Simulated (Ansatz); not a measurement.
A run of Ansatz 0.2.0 is set up as follows.

File input:

```
crystal:
  lattice:
    - [4.73122, 0.0, 0.0]
    - [-2.36561, 4.09736, 0.0]
    - [0.0, 0.0, 2.91089]
  atoms:
    - { symbol: In, position: [0.0, 0.0, 0.0] }
    - { symbol: As, position: [0.66667, 0.33333, 0.0] }
hamiltonian:
  xc: { exchange: pbe, correlation: pbe, exx: { coeff: 0.25, omega: 0.3 } }
  pseudopotentials: { kind: paw }
kpoints:
  mp_grid: { grid: [4, 4, 5] }
  band_path:
    path:
      - [[0.0, 0.0, 0.0], [0.5, 0.0, 0.0], [0.3333333333, 0.3333333333, 0.0], [0.0, 0.0, 0.0], [0.0, 0.0, 0.5], [0.5, 0.0, 0.5], [0.3333333333, 0.3333333333, 0.5], [0.0, 0.0, 0.5]]
      - [[0.5, 0.0, 0.5], [0.5, 0.0, 0.0]]
      - [[0.3333333333, 0.3333333333, 0.0], [0.3333333333, 0.3333333333, 0.5]]
    npoints: 4
scf:
  occupations: { method: fermi_dirac, width: 0.05 }
  n_extra_bands: 6
output:
  forces: true
  stress: true
  eigenvalues: true
  fatbands: false
  write_density: true
  write_potential: true
  elf: true
  volumetric_format: npy
```

(1) What does it give for the pressure?

(2) What does it give for the band gap on the k mesh?

Answers

(1) 0.6 GPa.

(2) none (metal or under the smearing width).

Caveat: the k mesh is coarse (spacing up to 0.43 Å⁻¹), so the values aren't converged, least of all with exact exchange; spin-orbit coupling is left out, which moves the levels of the heavy elements; the PAW data sets come from PBE, with cores solved anew for the run's functional, which leaves a small shift of forces and pressure; the thresholds are loose for stress.
